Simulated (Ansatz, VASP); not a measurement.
## One calculation of Ge, two programs

File INCAR:

```
ALGO = Normal
EDIFF = 1E-6
ENCUT = 520
GGA = PS
ISIF = 2
ISMEAR = 0
LASPH = True
LCHARG = True
LELF = True
LREAL = False
LVHAR = True
LWAVE = False
NBANDS = 21
NELM = 60
PREC = Accurate
SIGMA = 0.1
```

File KPOINTS:

```
k-points
0
Gamma
  14 14 14
```

The input POSCAR:

```
Ge
1.0
    0.0000000000      2.8935412438      2.8935412438
    2.8935412438      0.0000000000      2.8935412438
    2.8935412438      2.8935412438      0.0000000000
Ge
2
Direct
    0.0000000000      0.0000000000      0.0000000000
    0.2500000000      0.2500000000      0.2500000000
```

Input for Ansatz:

```yaml
crystal:
  lattice:
    - [0.0, 2.8935412438, 2.8935412438]
    - [2.8935412438, 0.0, 2.8935412438]
    - [2.8935412438, 2.8935412438, 0.0]
  atoms:
    - { symbol: Ge, position: [0.0, 0.0, 0.0] }
    - { symbol: Ge, position: [0.25, 0.25, 0.25] }
basis:
  ecutwfc: 420
kpoints:
  mp_grid: { grid: [14, 14, 14] }
hamiltonian:
  xc: pbesol
scf:
  occupations: { method: gaussian, width: 0.1 }
output:
  forces: true
  stress: true
  eigenvalues: true
```

Alike in both runs: task single point; functional PBEsol; k mesh 14 × 14 × 14; occupations gaussian, width 0.1 eV; no spin polarisation.

```csv
,VASP,Ansatz
version,VASP 6.6.1,Ansatz 0.2.0
potentials or method,"VASP PAW PBE potentials, release 64 (Ge_d)","scalar-relativistic, plane waves, PAW"
plane-wave cutoff (eV),520,420
valence electrons in the cell,28,28
```

```tsv
	VASP	Ansatz	Ansatz less VASP
gap on the k mesh at the Fermi level (eV)	none	none	-
pressure (GPa)	-3.8	-3.4	+0.40
```

A gap of «none» marks a metal or a gap that the smearing closes.

Caveats: the PAW data sets were made with another functional, which shifts forces and pressure a little (VASP).
